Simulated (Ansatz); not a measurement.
Mg$_{2}$Sn, DFT, LDA, all-electron PAW with datasets made for the crystal, scalar-relativistic (Ansatz 0.2.0), run on 1 thread of Arm Neoverse V1 on a shared host.

The cell is COD entry 1537878, as deposited and not checked against the literature; nothing was relaxed. The listed cell was then made from it by scaling, straining or moving an atom.

Command: `ansatz run input.yaml --threads 1 --pin off --max-ram 4096MiB --backend cpu --events-out ev --progress --plain --runs-dir out`

```yaml
crystal:
  lattice:
    - [0.0, 3.3568181085, 3.3568181085]
    - [3.3568181085, 0.0, 3.3568181085]
    - [3.3568181085, 3.3568181085, 0.0]
  atoms:
    - { symbol: Mg, position: [0.25, 0.25, 0.25] }
    - { symbol: Mg, position: [0.75, 0.75, 0.75] }
    - { symbol: Sn, position: [0.0, 0.0, 0.0] }
kpoints:
  mp_grid: { grid: [11, 11, 11] }
scf:
  occupations: { method: fermi_dirac, width: 0.08 }
hamiltonian:
  xc: lda
  pseudopotentials: { kind: all_electron, datasets: crystal }
output:
  forces: true
  stress: true
  eigenvalues: true
  efg: { contact_densities: true }
```

(1) How large is the problem that the program sets up?

(2) Estimate the wall time and the peak memory.

(3) And the same cell and mesh by frozen-core PAW, asked for forces, stress, eigenvalues, efg, on the same hardware?

Answers

(1) 56 irreducible k-points, 609 plane waves at Γ, 14 bands.

(2) 7.8 s of wall time for 7 SCF iterations, with a peak of 0.45 GiB. Times on shared machines scatter by tens of per cent.

(3) 7.7 s, peak memory 0.39 GiB.
